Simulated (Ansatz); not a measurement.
# Reading a calculation: La₂O₃

The computed numbers are results of PBE, scalar-relativistic (no spin polarisation) in the plane-wave PAW code Ansatz at 420 eV, Γ-centred 6×6×8 mesh, 0.05 eV Gaussian smearing; PAW files: Ansatz's generated set soft_2.

The chain of runs began from a cell as deposited in COD, expanded in volume.

The relaxed structure (symmetry read at 0.01 Å). Symmetry: P6/mmm, No. 191, hexagonal system. The conventional cell has a = 6.371 Å, b = 6.371 Å, c = 3.287 Å, α = 90.00°, β = 90.00°, γ = 120.00°. Around La (site symmetry -6m2) lie 6 O at 2.47 Å. O (site symmetry mmm) is surrounded by 4 La at 2.47 Å. (Neighbours are counted to 15 % beyond the shortest distance.)

**Question.** Should it be a metal or an insulator?

**Answer.** Formal charges La³⁺, O²⁻ balance and leave closed shells on every ion, so a band insulator is expected, and the gap is 1.62 eV.

**Question.** What kind of gap is it?

**Answer.** It is indirect: 1.62 eV, against 2.07 eV for the smallest direct gap. Within 0.6 eV of the edges the projected states are 92 % O 2p at the top of the valence band and 77 % La 5d at the bottom of the conduction band. The lowest excitation takes an electron from O back to La, as in polar semiconductors.

**Question.** What fixes the bond lengths?

**Answer.** Shannon's ionic radii give a check on the bond lengths: La³⁺ with 6 neighbours 1.03 Å + O²⁻ 1.38 Å = 2.41 Å against a computed mean of 2.47 Å. Sums and bonds agree within 3 %, so ion sizes set the bond lengths.

**Question.** How ionic is it?

**Answer.** Bader charges against formal ones: La +2.01 (+3), O −1.34 (−2). The cations give up 67 % of the formal charge; Bader charges stay under formal ones because the anions' density reaches into the cations' basins.

**Question.** How stiff is it, in energy terms?

**Answer.** B0·V0 = 84.0 GPa × 23.11 Å³ = 12.12 eV/atom sets the scale: near the minimum ΔE ≈ ½ B0 V0 x², with x = V/V0 − 1, and a pressure of 0.8 GPa squeezes the volume by about 1 %. At the ends of the curve: x = −5.5 % predicts 18.2 meV/atom and the run gives 20.2; x = +10.0 % predicts 60.8 meV/atom and the run gives 50.8. Compression costs more and expansion less than the parabola says, since the crystal stiffens as it shrinks; B0′ measures that.

**Question.** Which Debye temperature follows from the elastic moduli?

**Answer.** K = 88 GPa and G = 26 GPa (Hill). With a density of 4.682 g/cm³ (mean mass 65.2 u, 23.11 Å³/atom), K = 88.2 and G = 26.26 GPa from the unrounded constants, v_l = √((K + 4G/3)/ρ) = 5130 m/s and v_t = √(G/ρ) = 2370 m/s. The mean [(1/v_l³ + 2/v_t³)/3]^(−1/3) is 2670 m/s, and θ_D = (ħ/k_B)(6π²/V)^(1/3) v_m ≈ 280 K, with V the volume an atom.

All results together:

```
Volume                                                : 23.11 Å³/atom
Band gap                                              : 1.62 eV
Smallest direct gap                                   : 2.07 eV
Bader charges                                         : La 2.01; O -1.34 e
f electrons (orthogonalised atomic orbitals)          : La 0.30
Formation energy from the elements (0 K, uncorrected) : -3.18 eV/atom
Bulk modulus (Birch–Murnaghan)                        : 84 GPa
Shear modulus (Hill)                                  : 26 GPa
Young's modulus                                       : 72 GPa
Poisson's ratio                                       : 0.36
Elastically stable                                    : yes
```

Semilocal functionals underestimate band gaps, commonly by a third or more. No spin–orbit coupling, a notable omission for heavy elements. The program warned that the potential is rough where the density is thin (voids or gaps), so long spacings are poorly fixed.
